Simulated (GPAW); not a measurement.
## How the plane-wave cutoff moves the magnetism of 1 ML V on W(001), 1 substrate layers

Aim: see how far moments and order energies of 1 ML V on W(001), 1 substrate layers move with the plane-wave cutoff, and what each rung costs.

Program: GPAW 26.7.0. Level of theory: PBE; plane waves with GPAW's PAW setups, scalar-relativistic. Results are calculated unless marked as measured.

Report form: the programs' logs are mostly left out.

## 1. Set-up

The cell holds 2 atoms: 1 W and 1 V. Its edges and angles: a = 3.165 Å, b = 3.165 Å, c = 15.529 Å, α = 90.0°, β = 90.0°, γ = 90.0°. pseudomorphic film on the substrate's lattice, hard-sphere layer spacings, unrelaxed, 14 A of vacuum. Vacuum lies along c.

## 2. Rung 1 (250 eV), start ferro ++

The ladder starts at a low cutoff and climbs, to see from where on the results stand still.

order1.py reads:

```python
import json
import numpy as np
from ase import Atoms
from ase.parallel import paropen, parprint
from gpaw import GPAW

atoms = Atoms(['W', 'V'],
    cell=[[3.16469, 0.0, 0.0],
         [0.0, 3.16469, 0.0],
         [0.0, 0.0, 15.529173]],
    scaled_positions=[[0.0, 0.0, 0.450764],
         [0.5, 0.5, 0.549236]],
    pbc=True,
    magmoms=[1.0, 1.5])
atoms.calc = GPAW(mode={'name': 'pw', 'ecut': 250},
    xc='PBE',
    kpts={'size': (8, 8, 1), 'gamma': True},
    occupations={'name': 'fermi-dirac', 'width': 0.1},
    convergence={'density': 1e-05, 'energy': 1e-05},
    maxiter=200,
    symmetry={'tolerance': 1e-4},
    txt='order1.txt')
e = atoms.get_potential_energy(force_consistent=True)
res = {'free_energy': e, 'energy_sigma0': atoms.get_potential_energy(), 'fermi_energy': atoms.calc.get_fermi_level()}
res['moments'] = atoms.get_magnetic_moments().tolist()
res['total'] = atoms.get_magnetic_moment()
parprint('site moments (muB):', np.round(res['moments'], 3))
parprint(f"total moment: {res['total']:.3f} muB")
parprint(f'free energy: {e:.6f} eV')
atoms.calc.write('order1.gpw')
with paropen('results.json', 'w') as f:
    json.dump(res, f)
```

Run with:

```console
> OMP_NUM_THREADS=1 mpirun -n 2 gpaw python order1.py > order1.log
```

The job ended after 22 s (2 MPI ranks of Intel Xeon Platinum 8259CL at 2.50GHz (Skylake/Cascade Lake), shared host; peak memory 0.37 GiB; 44 s of CPU time).

This step gave:

```yaml
magnetization: 0.8044 μB
final_state: ferrimagnetic
largest_moment: 1.452 μB
```

On 1 W atom the moment turned against its typed sign.

After 23 cycles the largest moment stands at 1.45 μB.

## 3. Rung 1 (250 eV), start antiferro q=(1/2,1/2,0) +-+-

The second start gives the energy difference between the two end states, the quantity that is followed up the ladder. Its q is in fractions of the reciprocal vectors of the first run's cell.

order2.py reads:

```python
import json
import numpy as np
from ase import Atoms
from ase.parallel import paropen, parprint
from gpaw import GPAW

atoms = Atoms(['W', 'W', 'V', 'V'],
    cell=[[6.32938, 0.0, 0.0],
         [3.16469, 3.16469, 0.0],
         [0.0, 0.0, 15.529173]],
    scaled_positions=[[0.0, 0.0, 0.450764],
         [0.5, 0.0, 0.450764],
         [0.0, 0.5, 0.549236],
         [0.5, 0.5, 0.549236]],
    pbc=True,
    magmoms=[1.0, -1.0, 1.5, -1.5])
atoms.calc = GPAW(mode={'name': 'pw', 'ecut': 250},
    xc='PBE',
    kpts={'size': (4, 8, 1), 'gamma': True},
    occupations={'name': 'fermi-dirac', 'width': 0.1},
    convergence={'density': 1e-05, 'energy': 1e-05},
    maxiter=200,
    symmetry={'tolerance': 1e-4},
    txt='order2.txt')
e = atoms.get_potential_energy(force_consistent=True)
res = {'free_energy': e, 'energy_sigma0': atoms.get_potential_energy(), 'fermi_energy': atoms.calc.get_fermi_level()}
res['moments'] = atoms.get_magnetic_moments().tolist()
res['total'] = atoms.get_magnetic_moment()
parprint('site moments (muB):', np.round(res['moments'], 3))
parprint(f"total moment: {res['total']:.3f} muB")
parprint(f'free energy: {e:.6f} eV')
atoms.calc.write('order2.gpw')
with paropen('results.json', 'w') as f:
    json.dump(res, f)
```

Run with:

```console
> OMP_NUM_THREADS=1 mpirun -n 2 gpaw python order2.py > order2.log
```

Elapsed: 1.8 min, on 2 MPI ranks; peak memory 0.52 GiB.

Spin moment in the augmentation sphere by atom:

```tsv
atom	spin moment in the augmentation sphere (μB)
W1	0.00
W2	0.00
V3	1.01
V4	-1.01
```

This step gave:

```yaml
magnetization: 0 μB
final_state: antiferromagnetic
```

The moments seeded on 2 W atoms fell under 0.15 μB.

This start lies +33.7 meV a seeded atom from the first; its largest moment is 1.01 μB.

## 4. Rung 2 (325 eV), start ferro ++

order1.py is the script of step 2 with these lines changed:

```diff
@@ -14,3 +14,3 @@
     magmoms=[1.0, 1.5])
-atoms.calc = GPAW(mode={'name': 'pw', 'ecut': 250},
+atoms.calc = GPAW(mode={'name': 'pw', 'ecut': 325},
     xc='PBE',
```

Run with:

```console
> OMP_NUM_THREADS=1 mpirun -n 2 gpaw python order1.py > order1.log
```

Elapsed: 27 s, on 2 MPI ranks; peak memory 0.41 GiB.

Read from the output:

```yaml
magnetization: 0.8071 μB
final_state: ferrimagnetic
largest_moment: 1.484 μB
```

On 1 W atom the moment turned against its typed sign.

The largest moment moves by +0.03 μB from rung 1, at 1.2 times its CPU time.

## 5. Rung 2 (325 eV), start antiferro q=(1/2,1/2,0) +-+-

order2.py is the script of step 3 with these lines changed:

```diff
@@ -16,3 +16,3 @@
     magmoms=[1.0, -1.0, 1.5, -1.5])
-atoms.calc = GPAW(mode={'name': 'pw', 'ecut': 250},
+atoms.calc = GPAW(mode={'name': 'pw', 'ecut': 325},
     xc='PBE',
```

Run with:

```console
> OMP_NUM_THREADS=1 mpirun -n 2 gpaw python order2.py > order2.log
```

The job ended after 2.7 min (2 MPI ranks; peak memory 0.63 GiB; 5.4 min of CPU time).

Read from the output:

```
magnetization  : 0 μB
final state    : antiferromagnetic
largest moment : 1.049 μB
```

The moments seeded on 2 W atoms fell under 0.15 μB.

This start lies +35.7 meV a seeded atom from the first, a change of +2.0 meV since rung 1; its largest moment is 1.05 μB.

## 6. Rung 3 (400 eV), start ferro ++

order1.py is the script of step 4 with these lines changed:

```diff
@@ -14,3 +14,3 @@
     magmoms=[1.0, 1.5])
-atoms.calc = GPAW(mode={'name': 'pw', 'ecut': 325},
+atoms.calc = GPAW(mode={'name': 'pw', 'ecut': 400},
     xc='PBE',
```

Run with:

```console
> OMP_NUM_THREADS=1 mpirun -n 2 gpaw python order1.py > order1.log
```

Wall time 37 s (2 MPI ranks); peak memory 0.44 GiB.

Numbers from this step:

```
magnetization  : 0.8052 μB
final state    : ferrimagnetic
largest moment : 1.496 μB
```

On 1 W atom the moment turned against its typed sign.

The largest moment moves by +0.01 μB from rung 2, at 1.4 times its CPU time.

## 7. Rung 3 (400 eV), start antiferro q=(1/2,1/2,0) +-+-

order2.py is the script of step 5 with these lines changed:

```diff
@@ -16,3 +16,3 @@
     magmoms=[1.0, -1.0, 1.5, -1.5])
-atoms.calc = GPAW(mode={'name': 'pw', 'ecut': 325},
+atoms.calc = GPAW(mode={'name': 'pw', 'ecut': 400},
     xc='PBE',
```

Run with:

```console
> OMP_NUM_THREADS=1 mpirun -n 2 gpaw python order2.py > order2.log
```

Run time: 3.4 min. Hardware: 2 MPI ranks; peak memory 0.71 GiB.

This step gave:

| Property | Result |
| --- | --- |
| magnetization | 0 μB |
| final state | antiferromagnetic |
| largest moment | 1.062 μB |

The moments seeded on 2 W atoms fell under 0.15 μB.

This start lies +36.3 meV a seeded atom from the first, a change of +0.6 meV since rung 2; its largest moment is 1.06 μB.

## 8. Rung 4 (500 eV), start ferro ++

order1.py is the script of step 6 with these lines changed:

```diff
@@ -14,3 +14,3 @@
     magmoms=[1.0, 1.5])
-atoms.calc = GPAW(mode={'name': 'pw', 'ecut': 400},
+atoms.calc = GPAW(mode={'name': 'pw', 'ecut': 500},
     xc='PBE',
```

Run with:

```console
> OMP_NUM_THREADS=1 mpirun -n 2 gpaw python order1.py > order1.log
```

The job ended after 62 s (2 MPI ranks; peak memory 0.51 GiB; 2.1 min of CPU time).

This step gave:

```
magnetization  : 0.8068 μB
final state    : ferrimagnetic
largest moment : 1.499 μB
```

On 1 W atom the moment turned against its typed sign.

The largest moment is that of rung 3, at 1.7 times its CPU time.

## 9. Rung 4 (500 eV), start antiferro q=(1/2,1/2,0) +-+-

order2.py is the script of step 7 with these lines changed:

```diff
@@ -16,3 +16,3 @@
     magmoms=[1.0, -1.0, 1.5, -1.5])
-atoms.calc = GPAW(mode={'name': 'pw', 'ecut': 400},
+atoms.calc = GPAW(mode={'name': 'pw', 'ecut': 500},
     xc='PBE',
```

Run with:

```console
> OMP_NUM_THREADS=1 mpirun -n 2 gpaw python order2.py > order2.log
```

Run time: 5.5 min. Hardware: 2 MPI ranks; peak memory 0.88 GiB.

Numbers from this step:

```yaml
magnetization: 0 μB
final_state: antiferromagnetic
largest_moment: 1.067 μB
```

The moments seeded on 2 W atoms fell under 0.15 μB.

This start lies +36.5 meV a seeded atom from the first, a change of +0.2 meV since rung 3; its largest moment is 1.07 μB.

## 10. Rung 5 (650 eV), start ferro ++

order1.py is the script of step 8 with these lines changed:

```diff
@@ -14,3 +14,3 @@
     magmoms=[1.0, 1.5])
-atoms.calc = GPAW(mode={'name': 'pw', 'ecut': 500},
+atoms.calc = GPAW(mode={'name': 'pw', 'ecut': 650},
     xc='PBE',
```

Run with:

```console
> OMP_NUM_THREADS=1 mpirun -n 2 gpaw python order1.py > order1.log
```

Wall time 69 s (2 MPI ranks); peak memory 0.6 GiB.

Read from the output:

| Quantity | Value |
| --- | --- |
| magnetization | 0.8069 μB |
| final state | ferrimagnetic |
| largest moment | 1.499 μB |

On 1 W atom the moment turned against its typed sign.

The largest moment is that of rung 4, at 1.1 times its CPU time.

## 11. Rung 5 (650 eV), start antiferro q=(1/2,1/2,0) +-+-

order2.py is the script of step 9 with these lines changed:

```diff
@@ -16,3 +16,3 @@
     magmoms=[1.0, -1.0, 1.5, -1.5])
-atoms.calc = GPAW(mode={'name': 'pw', 'ecut': 500},
+atoms.calc = GPAW(mode={'name': 'pw', 'ecut': 650},
     xc='PBE',
```

Run with:

```console
> OMP_NUM_THREADS=1 mpirun -n 2 gpaw python order2.py > order2.log
```

It took 7.8 min on 2 MPI ranks; peak memory 1.2 GiB; 16 min of CPU time.

This step gave:

- magnetization: 0 μB
- final state: antiferromagnetic
- largest moment: 1.066 μB

The moments seeded on 2 W atoms fell under 0.15 μB.

This start lies +36.5 meV a seeded atom from the first, a change of +0.0 meV since rung 4; its largest moment is 1.07 μB.

## 12. Rung 6 (800 eV), start ferro ++

order1.py is the script of step 10 with these lines changed:

```diff
@@ -14,3 +14,3 @@
     magmoms=[1.0, 1.5])
-atoms.calc = GPAW(mode={'name': 'pw', 'ecut': 650},
+atoms.calc = GPAW(mode={'name': 'pw', 'ecut': 800},
     xc='PBE',
```

Run with:

```console
> OMP_NUM_THREADS=1 mpirun -n 2 gpaw python order1.py > order1.log
```

Elapsed: 1.8 min, on 2 MPI ranks; peak memory 0.62 GiB; 3.6 min of CPU time.

Numbers from this step:

| Property | Result |
| --- | --- |
| magnetization | 0.8070 μB |
| final state | ferrimagnetic |
| largest moment | 1.499 μB |

On 1 W atom the moment turned against its typed sign.

The largest moment is that of rung 5, at 1.6 times its CPU time.

## 13. Rung 6 (800 eV), start antiferro q=(1/2,1/2,0) +-+-

order2.py is the script of step 11 with these lines changed:

```diff
@@ -16,3 +16,3 @@
     magmoms=[1.0, -1.0, 1.5, -1.5])
-atoms.calc = GPAW(mode={'name': 'pw', 'ecut': 650},
+atoms.calc = GPAW(mode={'name': 'pw', 'ecut': 800},
     xc='PBE',
```

Run with:

```console
> OMP_NUM_THREADS=1 mpirun -n 2 gpaw python order2.py > order2.log
```

Elapsed: 11 min, on 2 MPI ranks; peak memory 1.5 GiB; 21 min of CPU time.

Read from the output:

```
magnetization  : 0 μB
final state    : antiferromagnetic
largest moment : 1.066 μB
```

The moments seeded on 2 W atoms fell under 0.15 μB.

This start lies +36.5 meV a seeded atom from the first, a change of +0.0 meV since rung 5; its largest moment is 1.07 μB.

## 14. The rungs together

Ladder, by row:

```tsv
rung	cutoff (eV)	state from the first start	state from the second start	second less first (meV a seeded atom)	moment, first (μB)	moment, second (μB)	CPU time (s)
1	250	ferrimagnetic	antiferromagnetic	33.71	1.452	1.011	262.4
2	325	ferrimagnetic	antiferromagnetic	35.69	1.484	1.049	378.1
3	400	ferrimagnetic	antiferromagnetic	36.29	1.496	1.062	483.4
4	500	ferrimagnetic	antiferromagnetic	36.48	1.499	1.067	778.6
5	650	ferrimagnetic	antiferromagnetic	36.49	1.499	1.066	1079
6	800	ferrimagnetic	antiferromagnetic	36.49	1.499	1.066	1501
```

## 15. Summary of results

```json
{
 "range of the moment in the table, first start": "1.45 to 1.50 μB",
 "range of CPU time": "4.4 min to 25 min",
 "range of the energy difference": "33.7 to 36.5 meV a seeded atom",
 "first rung from which all stay within 2 meV of the last": "2"
}
```

**Reading.** From rung 2 on the result stays within 0.80 meV of the last rung, inside the margin of 2 meV set for it, at 25 % of the last rung's cost. The first start ends lower on every rung of the table; whether functional and cell give the true order is another question.

[Logs and program files are shortened in this print: banners, set-up blocks, solver, clock and traceback lines can be left out without a mark of their own.]

[Logs are printed without paths, hosts, clocks, repeated set-up lines and the standing remarks that a program may print on its own settings, such as how far it seeks lower states.]

[Hosts, paths, dates, database ids (printed as entryN), source tags and the programs' standing remarks are cut or masked in the printed files.]

[Where a cell is said to come from a database of computed structures, the database is the Materials Project.]
